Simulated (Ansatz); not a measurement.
Al2Ru (Fddd)

Computed with Ansatz, DFT PBEsol, scalar-relativistic, plane waves, PAW.

Settings: cutoff 420 eV, Γ-centred mesh 10×10×10 on the computed 6-atom cell, Gaussian smearing of 0.01 eV; no spin polarisation.

The structure is relaxed at this level of theory with its symmetry kept. Whether it is the stable form of this composition wasn't checked.

```
Al Ru
1.0
     0.00000    3.98765    4.38508
     2.35057    0.00000    4.38508
     2.35057    3.98765    0.00000
Al Ru
4 2
Cartesian
  1.1753 0.6296 2.1925
  1.1753 3.3580 2.1925
  2.3506 1.3642 4.3851
  2.3506 6.6111 4.3851
  3.5259 5.9815 6.5776
  2.3506 3.9876 4.3851
```

| Property | Result |
| --- | --- |
| Space group | Fddd (No. 70) |
| Volume per atom | 13.70 Å³ |
| Formation energy from the elements' standard states (uncorrected) | -0.685 eV/atom |
| Kohn–Sham band gap | 0.08 eV, indirect from Γ to (0.000, 0.323, 0.323) |
| Löwdin character of the top 1 eV of the valence band | Al 3p 55 %, Ru 4d 35 % |
| Löwdin character of the lowest 1 eV of the conduction band | Ru 4d 58 %, Al 3p 33 % |
| Electron masses at the edge by Cartesian direction of the standard setting (m_e; degenerate bands sorted by energy; no spin-orbit coupling) | x: 2.0; y: 1.8; z: 0.93 |
| Hole masses at the edge by Cartesian direction of the standard setting (m_e; degenerate bands sorted by energy; no spin-orbit coupling) | x: 0.12; y: 0.29; z: 0.50 |
| Bulk modulus | 179 GPa |
| Its pressure derivative | 4.4 |
| Bader charges (e) | Al (4 in the cell) 1.57, Ru (2 in the cell) -3.14 |